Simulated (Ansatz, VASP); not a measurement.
One calculation of Ir, two programs

INCAR

```
SYSTEM = Ir
  PREC = Accurate
  ENCUT = 600
  EDIFF = 1E-6
  ISMEAR = 1
  SIGMA = 0.1
  LREAL = .FALSE.
  LASPH = .TRUE.
  NELM = 100
  ALGO = Normal
  ISIF = 3
  LWAVE = .FALSE.
  LCHARG = .FALSE.
  GGA = PE
  IBRION = 2
  NSW = 60
  EDIFFG = -0.01
```

File KPOINTS:

```
Automatic mesh
0
G
  12 12 12
  0 0 0
```

POSCAR

```
Ir
1.0
    0.0000000000      1.9156000000      1.9156000000
    1.9156000000      0.0000000000      1.9156000000
    1.9156000000      1.9156000000      0.0000000000
Ir
1
Direct
    0.0000000000      0.0000000000      0.0000000000
```

Input for Ansatz:

```yaml
crystal:
  lattice:
    - [0.0, 1.9156, 1.9156]
    - [1.9156, 0.0, 1.9156]
    - [1.9156, 1.9156, 0.0]
  atoms:
    - { symbol: Ir, position: [0.0, 0.0, 0.0] }
basis:
  ecutwfc: 517.016338673772
kpoints:
  mp_grid:
    grid: [12, 12, 12]
hamiltonian:
  xc: pbe
  dispersion: none
scf:
  occupations:
    method: cold
    width: 0.1
relax:
  max_steps: 40
  cell: {}
```

Alike in both runs: task relaxation of cell and atoms; functional PBE; k mesh 12 × 12 × 12; no spin polarisation.

|  | VASP | Ansatz |
| --- | --- | --- |
| version | VASP 6.6.1 | Ansatz 0.2.0 |
| potentials or method | VASP PAW PBE potentials, release 64 (Ir) | plane waves, PAW |
| plane-wave cutoff (eV) | 600 | 517 |
| occupations | methfessel-paxton of order 1, width 0.1 eV | cold, width 0.1 eV |
| valence electrons in the cell | 9 | 17 |

|  | VASP | Ansatz | Ansatz less VASP |
| --- | --- | --- | --- |
| relaxed volume (Å³/atom) | 14.51 | 14.48 | -0.027 |
| relaxed cell length with the largest relative difference (Å) | 2.737 | 2.736 | -0.0017 |
| energy change over the relaxation (meV/atom) | -16 | -14 | +1.8 |

The two sets of potentials don't hold the same shells in valence.

Spin-orbit coupling is left out, which matters for the levels of Ir. Zero-point motion and thermal expansion aren't in these numbers. PBE usually gives volumes a little too large and moduli too small.
